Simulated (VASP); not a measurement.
# Ge (Fd-3m) in VASP: further runs, part 3 of 3

VASP 6.6.1. Earlier steps stand in the parts before.

## 4. Relaxation of the atoms, PBEsol (a relaxed cell with its volume scaled by 0.96)

File INCAR:

```
SYSTEM = Ge
PREC     = Accurate       ! precision mode
ENCUT    = 600            ! plane-wave cutoff, eV
EDIFF    = 1E-7           ! SCF threshold, eV
ISMEAR   = 0              ! smearing method
SIGMA    = 0.03           ! smearing width, eV
LREAL    = .False.        ! projectors in reciprocal space
LASPH    = .True.         ! aspherical terms in the spheres
NELM     = 80             ! most SCF steps
ALGO     = Fast           ! electronic algorithm
ISIF     = 2              ! what is computed and relaxed
LWAVE    = .False.        ! write WAVECAR
LCHARG   = .False.        ! write CHGCAR
GGA      = PS             ! functional
IBRION   = 2              ! ionic algorithm
NSW      = 40             ! ionic steps
EDIFFG   = -0.01          ! ionic threshold
```

File KPOINTS:

```
regular mesh
0
Gamma
  10 10 10
  0 0 0
```

File POSCAR:

```
Ge                                      
1.0
    0.0000000000      2.7986602362      2.7986602362
    2.7986602362      0.0000000000      2.7986602362
    2.7986602362      2.7986602362      0.0000000000
  Ge            
     2
Direct
     0.0000000000000000    0.0000000000000000    0.0000000000000000
     0.2500000000000000    0.2500000000000000    0.2500000000000000
```

Potentials or basis: VASP PAW PBE potentials, release 64 (Ge_d).

Run with:

```bash
cat potpaw_PBE.64/Ge_d/POTCAR > POTCAR
mpirun -np 1 vasp_std > vasp.out
```

OUTCAR:

```text
SYSTEM = Ge
   PREC = Accurate
   ENCUT = 600
   EDIFF = 1E-7
   ISMEAR = 0
   LREAL = .False.
   LASPH = .True.
   NELM = 80
   ISIF = 2
   GGA = PS
   IBRION = 2
   NSW = 40
   EDIFFG = -0.01

 ion  position               nearest neighbor table
   1  0.000  0.000  0.000-   2 2.42   2 2.42   2 2.42   2 2.42
   2  0.250  0.250  0.250-   1 2.42   1 2.42   1 2.42   1 2.42

  LATTYP: Found a face centered cubic cell.
 ALAT       =     5.5973204724

  Lattice vectors:

 A1 = (   0.0000000000,   2.7986602362,   2.7986602362)
 A2 = (   2.7986602362,   0.0000000000,   2.7986602362)
 A3 = (   2.7986602362,   2.7986602362,   0.0000000000)

Analysis of symmetry for initial positions (statically):
=====================================================================
 Subroutine PRICEL returns:
 Original cell was already a primitive cell.

 Routine SETGRP: Setting up the symmetry group for a
 face centered cubic supercell.

 Subroutine GETGRP returns: Found 48 space group operations
 (whereof 24 operations were pure point group operations)
 out of a pool of 48 trial point group operations.

The static configuration has the point symmetry T_d .
 The point group associated with its full space group is O_h .

Analysis of symmetry for dynamics (positions and initial velocities):
=====================================================================
 Subroutine PRICEL returns:
 Original cell was already a primitive cell.

 Routine SETGRP: Setting up the symmetry group for a
 face centered cubic supercell.

 Subroutine GETGRP returns: Found 48 space group operations
 (whereof 24 operations were pure point group operations)
 out of a pool of 48 trial point group operations.

The dynamic configuration has the point symmetry T_d .
 The point group associated with its full space group is O_h .

 Subroutine INISYM returns: Found 48 space group operations
 (whereof 24 operations are pure point group operations),
 and found     1 'primitive' translations

----------------------------------------------------------------------------------------

                                     Primitive cell

  volume of cell :      43.8410

  direct lattice vectors                    reciprocal lattice vectors
     0.000000000  2.798660236  2.798660236    -0.178656914  0.178656914  0.178656914
     2.798660236  0.000000000  2.798660236     0.178656914 -0.178656914  0.178656914
     2.798660236  2.798660236  0.000000000     0.178656914  0.178656914 -0.178656914

  length of vectors
     3.957903263  3.957903263  3.957903263     0.309442851  0.309442851  0.309442851

  position of ions in fractional coordinates (direct lattice)
     0.000000000  0.000000000  0.000000000
     0.250000000  0.250000000  0.250000000

  ion indices of the primitive-cell ions
   primitive index   ion index
                 1           1
                 2           2

----------------------------------------------------------------------------------------

 KPOINTS: regular mesh

Automatic generation of k-mesh.
 Grid dimensions read from file:
 generate k-points for:   10   10   10

 Generating k-lattice:

  Cartesian coordinates                     Fractional coordinates (reciprocal lattice)
    -0.017865691  0.017865691  0.017865691     0.100000000  0.000000000  0.000000000
     0.017865691 -0.017865691  0.017865691     0.000000000  0.100000000  0.000000000
     0.017865691  0.017865691 -0.017865691     0.000000000  0.000000000  0.100000000

  Length of vectors
     0.030944285  0.030944285  0.030944285

  Shift w.r.t. Gamma in fractional coordinates (k-lattice)
     0.000000000  0.000000000  0.000000000

 Subroutine IBZKPT returns following result:
 ===========================================

 Found     47 irreducible k-points:

 Following reciprocal coordinates:
            Coordinates               Weight
  0.000000  0.000000  0.000000      1.000000
  0.100000  0.000000  0.000000      8.000000
  0.200000  0.000000  0.000000      8.000000
  0.300000  0.000000  0.000000      8.000000
  0.400000  0.000000  0.000000      8.000000
  0.500000  0.000000  0.000000      4.000000
[... 16 lines left out ...]
  0.300000  0.300000  0.000000      6.000000
  0.400000  0.300000  0.000000     24.000000
 [... further k-points ...]
   k-points           NKPTS =     47   k-points in BZ     NKDIM =     47   number of bands    NBANDS=     18
   number of dos      NEDOS =    301   number of ions     NIONS =      2
   total plane-waves  NPLWV =  32768
   dimension x,y,z NGX =    32 NGY =   32 NGZ =   32
   dimension x,y,z NGXF=    64 NGYF=   64 NGZF=   64
   ions per type =               2
   NGX,Y,Z   is equivalent  to a cutoff of  13.44, 13.44, 13.44 a.u.
   NGXF,Y,Z  is equivalent  to a cutoff of  26.88, 26.88, 26.88 a.u.
 SYSTEM =  Ge
   PREC   = accura    normal or accurate (medium, high low for compatibility)
   ISTART =      0    job   : 0-new  1-cont  2-samecut
   ICHARG =      2    charge: 1-file 2-atom 10-const
   ISPIN  =      1    spin polarized calculation?
   LNONCOLLINEAR =      F non collinear calculations
   LSORBIT =      F    spin-orbit coupling
   LASPH  =      T    aspherical Exc in radial PAW
   ENCUT  =  600.0 eV  44.10 Ry    6.64 a.u.   7.90  7.90  7.90*2*pi/ulx,y,z
   NELM   =     80;   NELMIN=  2; NELMDL= -5     # of ELM steps
   EDIFF  = 0.1E-06   stopping-criterion for ELM
   LREAL  =      F    real-space projection
   EDIFFG = -.1E-01   stopping-criterion for IOM
   NSW    =     40    number of steps for IOM
   IBRION =      2    ionic relax: 0-MD 1-quasi-New 2-CG
   NFREE  =      1    steps in history (QN), initial steepest desc. (CG)
   ISIF   =      2    stress and relaxation
   ISYM   =      2    0-nonsym 1-usesym 2-fastsym
   POTIM  = 0.5000    time-step for ionic-motion
   TEBEG  =    0.0;   TEEND  =   0.0 temperature during run
   PSTRESS=    0.0 pullay stress
   NELECT =      28.0000    total number of electrons
   NUPDOWN=      -1.0000    fix difference up-down
   EMIN   =  10.00;   EMAX   =-10.00  energy-range for DOS
   EFERMI =   0.00;   METHOD = LEGACY
   ISMEAR =     0;   SIGMA  =   0.03  broadening in eV -4-tet -1-fermi 0-gaus
   EFERMI_NEDOS =   21; number of points for ismear=-14 and -15
   IALGO  =     68    algorithm
   IMIX   =      4    mixing-type and parameters
     AMIX     =   0.40;   BMIX     =  1.00
     AMIX_MAG =   1.60;   BMIX_MAG =  1.00
  volume/ion in A,a.u.               =      21.92       147.93
  Fermi-wavevector in a.u.,A,eV,Ry     =   1.409832  2.664196 27.043293  1.987626
  Thomas-Fermi vector in A             =   2.531848
   LORBIT       =      0    0 simple, 1 ext, 2 COOP (PROOUT), +10 PAW based schemes
   GGA     = PS    functional components
   LHFCALC =     F    Hartree Fock is set to
   AEXX    =    0.0000 exact exchange contribution
   IVDW    =     0    specifies the selected vdW correction
   LEPSILON=     F    determine dielectric tensor
   LRPA    =     F    only Hartree local field effects (RPA)
 conjugate gradient relaxation of ions
 non-spin polarized calculation
 RMM-DIIS sequential band-by-band and
 Gauss-broadening in eV      SIGMA  =   0.03
  energy-cutoff  :      600.00
  volume of cell :       43.84
 maximum number of plane-waves:      1477
   NGX = 15   NGY = 15   NGZ = 15

 number of electron      27.9999982 magnetization

 Free energy of the ion-electron system (eV)
  ---------------------------------------------------
  ext. energy  EPLUGINS =         0.00000000
  ---------------------------------------------------
  free energy    TOTEN  =        -9.85481622 eV

  energy without entropy =       -9.85481622  energy(sigma->0) =       -9.85481622

 E-fermi :   5.2922     XC(G=0): -10.2822

 val. band max:        5.1813506104   @ k =   0.0000   0.0000   0.0000
 cond. band min:       5.4043830324   @ k =   0.5000   0.0000   0.0000
 fundamental gap:      0.2230324220
 Fermi energy:         5.2921821470

 k-point     1 :       0.0000    0.0000    0.0000
  band No.  band energies     occupation
      1     -19.6308      2.00000
      2     -19.6308      2.00000
      3     -19.6308      2.00000
      4     -19.5916      2.00000
      5     -19.5916      2.00000
      6     -19.3613      2.00000
[... 10 lines left out ...]
     17       7.7263      0.00000
     18       7.7263      0.00000
[... 466 lines left out ...]
      2     -19.6610      2.00000
      3     -19.6142      2.00000
      4     -19.5219      2.00000
      5     -19.5010      2.00000
      6     -19.4740      2.00000
[... 10 lines left out ...]
     17      12.0133      0.00000
     18      12.5550      0.00000

 [... further k-points ...]

------------------------ aborting loop because EDIFF is reached ----------------------------------------

  FORCE on cell =-STRESS in cart. coord.  units (eV):
  Direction    XX          YY          ZZ          XY          YZ          ZX
  --------------------------------------------------------------------------------------
  -------------------------------------------------------------------------------------
  Total        0.8313781      0.8313781      0.8313781      0.0000000      0.0000000     -0.0000000
  in kB       30.3828602     30.3828602     30.3828602      0.0000000      0.0000000     -0.0000000
  external PRESSURE =      30.3828602 kB  Pullay stress =       0.0000000 kB

 VOLUME and BASIS-vectors are now :
 -----------------------------------------------------------------------------
  energy-cutoff  :      600.00
  volume of cell :       43.84
      direct lattice vectors                 reciprocal lattice vectors
     0.000000000  2.798660236  2.798660236    -0.178656914  0.178656914  0.178656914
     2.798660236  0.000000000  2.798660236     0.178656914 -0.178656914  0.178656914
     2.798660236  2.798660236  0.000000000     0.178656914  0.178656914 -0.178656914

 POSITION                                       TOTAL-FORCE (eV/Angst)
 -----------------------------------------------------------------------------------
      0.00000      0.00000      0.00000        -0.000000     -0.000000     -0.000000
      1.39933      1.39933      1.39933         0.000000      0.000000      0.000000
 -----------------------------------------------------------------------------------
    total drift:                               -0.000000      0.000000      0.000000

  FREE ENERGIE OF THE ION-ELECTRON SYSTEM (eV)
  ---------------------------------------------------
  free  energy   TOTEN  =        -9.8548162191 eV

  energy  without entropy=       -9.8548162190  energy(sigma->0) =       -9.85481622

 reached required accuracy - stopping structural energy minimisation
```

Wall time 24 s (1 thread of Intel Xeon 6975P-C (Granite Rapids), shared host); peak memory 0.18 GiB.

What came out:

```yaml
Free_energy: -9.8548 eV
Pressure_after_relaxing: 3.0 GPa
Band_gap_on_the_k_mesh: 0.22 eV, indirect (least direct gap 0.29 eV)
```

Final structure:
```
CELL_PARAMETERS angstrom
0.00000 2.79866 2.79866
2.79866 0.00000 2.79866
2.79866 2.79866 0.00000
ATOMIC_POSITIONS crystal
Ge 0.00000 0.00000 0.00000
Ge 0.25000 0.25000 0.25000
```

Caveat: the relaxation stopped at its first step, so nothing moved; the PAW data sets were made with another functional, which shifts forces and pressure a little.

## 5. Relaxation of the atoms, PBEsol (a relaxed cell with its volume scaled by 0.98)

INCAR is that of step 4.

KPOINTS is that of step 4.

File POSCAR:

```
Ge                                      
1.0
    0.0000000000      2.8179619512      2.8179619512
    2.8179619512      0.0000000000      2.8179619512
    2.8179619512      2.8179619512      0.0000000000
  Ge            
     2
Direct
     0.0000000000000000    0.0000000000000000    0.0000000000000000
     0.2500000000000000    0.2500000000000000    0.2500000000000000
```

Potentials or basis: VASP PAW PBE potentials, release 64 (Ge_d).

Run with:

```bash
cat potpaw_PBE.64/Ge_d/POTCAR > POTCAR
mpirun -np 1 vasp_std > vasp.out
```

OUTCAR:

```text
SYSTEM = Ge
   PREC = Accurate
   ENCUT = 600
   EDIFF = 1E-7
   ISMEAR = 0
   LREAL = .False.
   LASPH = .True.
   NELM = 80
   ISIF = 2
   GGA = PS
   IBRION = 2
   NSW = 40
   EDIFFG = -0.01

 ion  position               nearest neighbor table
   1  0.000  0.000  0.000-   2 2.44   2 2.44   2 2.44   2 2.44
   2  0.250  0.250  0.250-   1 2.44   1 2.44   1 2.44   1 2.44

  LATTYP: Found a face centered cubic cell.
 ALAT       =     5.6359239024

  Lattice vectors:

 A1 = (   0.0000000000,   2.8179619512,   2.8179619512)
 A2 = (   2.8179619512,   0.0000000000,   2.8179619512)
 A3 = (   2.8179619512,   2.8179619512,   0.0000000000)

Analysis of symmetry for initial positions (statically):
=====================================================================
 Subroutine PRICEL returns:
 Original cell was already a primitive cell.

 Routine SETGRP: Setting up the symmetry group for a
[... 168 lines left out ...]
  ---------------------------------------------------
  free energy    TOTEN  =        -9.86739086 eV

  energy without entropy =       -9.86738721  energy(sigma->0) =       -9.86738903

 E-fermi :   5.0299     XC(G=0): -10.1836

 val. band max:        4.9757671326   @ k =   0.0000   0.0000   0.0000
 cond. band min:       5.0753958034   @ k =   0.0000   0.0000   0.0000
 fundamental gap:      0.0996286708
 Fermi energy:         5.0299194226

 k-point     1 :       0.0000    0.0000    0.0000
  band No.  band energies     occupation
      1     -19.8048      2.00000
      2     -19.8048      2.00000
      3     -19.8048      2.00000
      4     -19.7673      2.00000
      5     -19.7673      2.00000
      6     -19.5488      2.00000
[... 481 lines left out ...]
      5     -19.6811      2.00000
      6     -19.6562      2.00000
[... 10 lines left out ...]
     17      11.6985      0.00000
     18      12.3207      0.00000

 [... further k-points ...]

------------------------ aborting loop because EDIFF is reached ----------------------------------------

  FORCE on cell =-STRESS in cart. coord.  units (eV):
  Direction    XX          YY          ZZ          XY          YZ          ZX
  --------------------------------------------------------------------------------------
  -------------------------------------------------------------------------------------
  Total        0.3960351      0.3960351      0.3960351     -0.0000000      0.0000000     -0.0000000
  in kB       14.1778012     14.1778012     14.1778012     -0.0000000      0.0000000     -0.0000000
  external PRESSURE =      14.1778012 kB  Pullay stress =       0.0000000 kB

 VOLUME and BASIS-vectors are now :
 -----------------------------------------------------------------------------
  energy-cutoff  :      600.00
  volume of cell :       44.75
      direct lattice vectors                 reciprocal lattice vectors
     0.000000000  2.817961951  2.817961951    -0.177433198  0.177433198  0.177433198
     2.817961951  0.000000000  2.817961951     0.177433198 -0.177433198  0.177433198
     2.817961951  2.817961951  0.000000000     0.177433198  0.177433198 -0.177433198

 POSITION                                       TOTAL-FORCE (eV/Angst)
 -----------------------------------------------------------------------------------
      0.00000      0.00000      0.00000        -0.000000      0.000000      0.000000
      1.40898      1.40898      1.40898         0.000000     -0.000000     -0.000000
 -----------------------------------------------------------------------------------
    total drift:                               -0.000000      0.000000      0.000000

  FREE ENERGIE OF THE ION-ELECTRON SYSTEM (eV)
  ---------------------------------------------------
  free  energy   TOTEN  =        -9.8673908602 eV

  energy  without entropy=       -9.8673872071  energy(sigma->0) =       -9.86738903

 reached required accuracy - stopping structural energy minimisation
```

CONTCAR:

```text
Ge
   1.00000000000000
     0.0000000000000000    2.8179619512000000    2.8179619512000000
     2.8179619512000000    0.0000000000000000    2.8179619512000000
     2.8179619512000000    2.8179619512000000    0.0000000000000000
  Ge
     2
Direct
     0.0000000000000000    0.0000000000000000    0.0000000000000000
     0.2500000000000000    0.2500000000000000    0.2500000000000000

  0.00000000E+00  0.00000000E+00  0.00000000E+00
  0.00000000E+00  0.00000000E+00  0.00000000E+00
```

Wall time 23 s (1 thread of Intel Xeon 6975P-C (Granite Rapids), shared host); peak memory 0.18 GiB.

What came out:

| Property | Result |
| --- | --- |
| Free energy | -9.8674 eV |
| Pressure after relaxing | 1.4 GPa |
| Band gap on the k mesh | 0.10 eV, direct |

Final structure:
```xyz
2
Lattice="0.0000 2.8180 2.8180 2.8180 0.0000 2.8180 2.8180 2.8180 0.0000" Properties=species:S:1:pos:R:3 pbc="T T T"
Ge    0.0000    0.0000    0.0000
Ge    1.4090    1.4090    1.4090
```

Caveat: the relaxation stopped at its first step, so nothing moved; the PAW data sets were made with another functional, which shifts forces and pressure a little.

## 6. Relaxation of the atoms, PBEsol

INCAR is that of step 5.

KPOINTS is that of step 5.

File POSCAR:

```
Ge                                      
1.0
    0.0000000000      2.8370028123      2.8370028123
    2.8370028123      0.0000000000      2.8370028123
    2.8370028123      2.8370028123      0.0000000000
  Ge            
     2
Direct
     0.0000000000000000    0.0000000000000000    0.0000000000000000
     0.2500000000000000    0.2500000000000000    0.2500000000000000
```

Potentials or basis: VASP PAW PBE potentials, release 64 (Ge_d).

Run with:

```bash
cat potpaw_PBE.64/Ge_d/POTCAR > POTCAR
mpirun -np 1 vasp_std > vasp.out
```

Wall time 26 s (1 thread of Intel Xeon 6975P-C (Granite Rapids), shared host); peak memory 0.18 GiB.

The run converged. Its results:

| Item | Value |
| --- | --- |
| Free energy | -9.8715 eV |
| Pressure after relaxing | 0.1 GPa |
| Band gap on the k mesh | none (metal or under the smearing width) |

Final structure:
```cif
data_structure
_symmetry_space_group_name_H-M 'P 1'
_symmetry_Int_Tables_number 1
_cell_length_a 4.0121
_cell_length_b 4.0121
_cell_length_c 4.0121
_cell_angle_alpha 60.000
_cell_angle_beta 60.000
_cell_angle_gamma 60.000
_cell_volume 45.67
loop_
_atom_site_label
_atom_site_type_symbol
_atom_site_fract_x
_atom_site_fract_y
_atom_site_fract_z
_atom_site_occupancy
Ge1 Ge 0.00000 0.00000 0.00000 1
Ge2 Ge 0.25000 0.25000 0.25000 1
```

Levels at points of the mesh, in eV from the Fermi level:
```
           k point  band 10  band 11  band 12  band 13  band 14  band 15  band 16  band 17  band 18
(0.00, 0.00, 0.00)   -24.50   -12.74    -0.09    -0.01    -0.01    -0.01     2.52     2.52     2.52
(0.50, 0.00, 0.00)   -24.48   -10.66    -7.60    -1.40    -1.40     0.09     3.70     3.70     6.95
(0.50, 0.50, 0.00)   -24.46    -8.88    -8.88    -3.07    -3.07     0.67     0.67     9.41     9.52
```

Caveat: the relaxation stopped at its first step, so nothing moved; the PAW data sets were made with another functional, which shifts forces and pressure a little; this crystal is a semiconductor, whose small gap the functional closes, so the metal is an error of the method.

## 7. The runs side by side

| task | cell | gap on the mesh (eV) | pressure (GPa) |
| --- | --- | --- | --- |
| relaxation of cell and atoms | relaxed | none | 0.0 |
| relaxation of the atoms | atoms relaxed from: a relaxed cell with its volume scaled by 0.94 | 0.29 | 4.9 |
| relaxation of the atoms | atoms relaxed from: a relaxed cell with its volume scaled by 0.96 | 0.22 | 3.0 |
| relaxation of the atoms | atoms relaxed from: a relaxed cell with its volume scaled by 0.98 | 0.10 | 1.4 |
| relaxation of the atoms | atoms relaxed | none | 0.1 |

Alike in all rows: level PBEsol; potentials or basis VASP PAW PBE potentials, release 64 (Ge_d); no spin polarisation; k mesh 10 × 10 × 10; cutoff (eV) 600; smearing gaussian 0.03 eV.

Caveats: the PAW data sets were made with another functional, which shifts forces and pressure a little; the relaxation stopped at its first step, so nothing moved (some runs); this crystal is a semiconductor, whose small gap the functional closes, so the metal is an error of the method (some runs).

Absolute energies hang on the potentials; compare differences alone.

## 8. How close it comes

Step 6. Measured gap of Ge: 0.744 eV (indirect; 0 K; “Temperature-dependent photoluminescence in Ge: experiment and theory”, 2020, arxiv:2003.00143). This calculation gives 0.00 eV (-0.74 eV). 3 values of this kind are on record (0.666 to 0.807 eV); this one was drawn at random among those near their median. Spin-orbit coupling on Ge is left out. The value is that of PBEsol on a finite k mesh, which can miss the band edges, without temperature or zero-point motion. Semilocal functionals fall short of measured gaps as a rule.
